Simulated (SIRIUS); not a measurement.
Crystal: Ta.

```
CELL_PARAMETERS angstrom
-1.65128 1.65128 1.65128
1.65128 -1.65128 1.65128
1.65128 1.65128 -1.65128
ATOMIC_POSITIONS crystal
Ta 0.00000 0.00000 0.00000
```

Base run:

| Property | Result |
| --- | --- |
| Program | SIRIUS 7.10.0 |
| Functional | PBEsol |
| Potentials or basis | PseudoDojo 0.4.1 PBEsol standard (scalar relativistic) |
| Cutoff | 807 eV |
| Density cutoff | 3227 eV |
| k mesh | 11 × 11 × 11 |
| Occupations | fermi-dirac, width 0.05 eV |
| Spin | no spin polarisation |

Its results: band gap on the k mesh none (metal or under the smearing width); pressure -4.2 GPa.

Q: The run is repeated on the same cell with these changes: program from SIRIUS 7.10.0 to SIRIUS 7.12.0; potentials or basis from PseudoDojo 0.4.1 PBEsol standard (scalar relativistic) to PseudoDojo 0.4.1 PBE standard (scalar relativistic). What comes out?

A: Band gap on the k mesh none (metal or under the smearing width); pressure -3.7 GPa.

Caveats: the potentials were made for another functional, which shifts forces and pressure (some runs).

The runs were made with more than one version of the program.
